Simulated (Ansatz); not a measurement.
A (011) slab of Al3Ni2 (P-3m1 (No. 164)), 20 planes, outer planes Al (top) and Al (bottom), with 20 atoms (Al12Ni8) in a surface cell of A = 23.896 Å², as cut from the bulk:

```
CELL_PARAMETERS angstrom
4.00314 0.00000 0.00000
-2.00157 5.96936 0.00000
0.00000 0.00000 25.24158
ATOMIC_POSITIONS crystal
Al 0.56049 0.12099 0.29713
Ni 0.93580 0.87161 0.31129
Al 0.33135 0.66271 0.33229
Ni 0.72690 0.45381 0.35328
Al 0.10221 0.20443 0.36745
Al 0.89185 0.78369 0.40894
Ni 0.26716 0.53432 0.42310
Al 0.66271 0.32541 0.44410
Ni 0.05826 0.11651 0.46509
Al 0.43357 0.86714 0.47925
Al 0.22320 0.44640 0.52075
Ni 0.59851 0.19702 0.53491
Al 0.99406 0.98812 0.55590
Ni 0.38961 0.77922 0.57690
Al 0.76492 0.52984 0.59106
Al 0.55455 0.10911 0.63255
Ni 0.92986 0.85973 0.64672
Al 0.32541 0.65083 0.66771
Ni 0.72096 0.44193 0.68871
Al 0.09627 0.19255 0.70287
```

All numbers below come from DFT PBEsol, scalar-relativistic, plane waves, PAW (Ansatz). Settings: cutoff 420 eV, Γ-centred mesh 9×6×1 on the computed 20-atom cell, Gaussian smearing of 0.10 eV; no spin polarisation. The cell repeats along c with a dipole correction in the vacuum.

Against the same 20 atoms in the bulk, the slab as cut lies 5.862 eV higher and the relaxed slab 5.535 eV higher. Bulk and slab both ran without spin polarisation, so these energies, and the surface energy and work of the cut from them, are those of a non-magnetic state, though Ni often carries moments.

Problem. Work out the surface energy before and after relaxation.

Solution. The slab has two faces, so γ = (E_slab − N·E_bulk)/(2A), the mean of both. As cut: 5.862/(2 × 23.896) = 0.1227 eV/Å², and 1 eV/Å² = 16.02 J/m², so γ = 1.96 J/m². Relaxed: 5.535/(2 × 23.896) = 0.1158 eV/Å² = 1.86 J/m². Relaxation recovers 6 % of the cost of cutting.

Problem. What is the ideal work of this cut, per area?

Solution. Griffith's ideal work is 2γ: 3.93 J/m² if the new faces stay rigid, 3.71 J/m² if they relax. Other cuts parallel to this plane can cost less. One thickness was run, 20 planes, so γ can still shift with it.

The slab was run without spin polarisation; whether its Ni atoms carry moments at the surface wasn't tested.

Most of the cost of this surface lies in breaking bonds, and relaxation lowers it only from 1.96 to 1.86 J/m². In Al3Ni2, cohesion comes largely from Ni d states mixing with Al s and p states, on top of a delocalised metallic background. Cutting removes Ni–Al neighbours that small displacements can't replace, though the remaining electrons can partly screen the loss. The modest energy gain suggests that the outer atoms adjust their spacings without rebuilding the bonding network.

The choice of cut probably helps too. It runs through the widest gap between successive planes and leaves whole blocks of Al3Ni2 composition, so the outermost Al sits only slightly above Ni, and the face is a corrugated mixed layer rather than a pure Al one. The slab has the bulk composition and inversion relates its two faces as cut, so the unrelaxed value holds for each face and needs no choice of chemical potential. Whether an Al-richer or Ni-richer termination would be more stable under given growth conditions remains open.
